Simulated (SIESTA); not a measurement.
The system is HfO2.

```xyz
3
Lattice="0.0000 2.5575 2.5575 2.5575 0.0000 2.5575 2.5575 2.5575 0.0000" Properties=species:S:1:pos:R:3 pbc="T T T"
Hf    0.0000    0.0000    0.0000
O     3.8363    3.8363    3.8363
O     1.2788    1.2788    1.2788
```

Measurements of this composition are mostly on another form, of space group No. 14.

- Program: SIESTA 5.4.2
- Task: single point
- Functional: PBE
- Potentials or basis: PseudoDojo 0.4 standard (PBE files)
- Basis: DZP (energy shift 0.002 Ry)
- Grid cutoff: 800 Ry
- Energy shift: 0.002 Ry
- k mesh: 9 × 9 × 9
- Occupations: fermi-dirac, width 0.05 eV
- Spin: no spin polarisation

On this cell: pressure -1.0 GPa; largest force zero by symmetry; band gap on the k mesh 3.66 eV, indirect (least direct gap 3.82 eV).

The same run follows on a disturbed copy (atoms moved at random, drawn with an rms of 0.05 Å):

```
Hf O
1.0
     0.00000    2.55750    2.55750
     2.55750    0.00000    2.55750
     2.55750    2.55750    0.00000
Hf O
1 2
Direct
  0.00903 0.00078 0.98476
  0.74644 0.74874 0.75724
  0.25109 0.24009 0.25004
```

Q: What changes?

A: The energy moves by +5.4 meV/atom; pressure -0.6 GPa; largest force 0.449 eV/Å; band gap on the k mesh 3.68 eV, indirect (least direct gap 3.82 eV).

Forces in eV/Å, atoms in the order of the input:
```
Hf   0.166  0.085 -0.195
O   -0.442 -0.075 -0.016
O    0.277 -0.007  0.212
```

Stress tensor (GPa, compression positive):
```
-0.49  0.46  0.00
 0.46 -0.59  1.23
 0.00  1.23 -0.61
```

Caveats: semicore shells carry a single zeta, which can move pressures by several GPa and volumes by a few percent; spin-orbit coupling is left out, which moves the levels of the heavy elements; an odd mesh through Γ misses points on the zone boundary, where band edges often lie; the basis of atomic orbitals isn't converged, which shifts pressures, moduli and gaps.
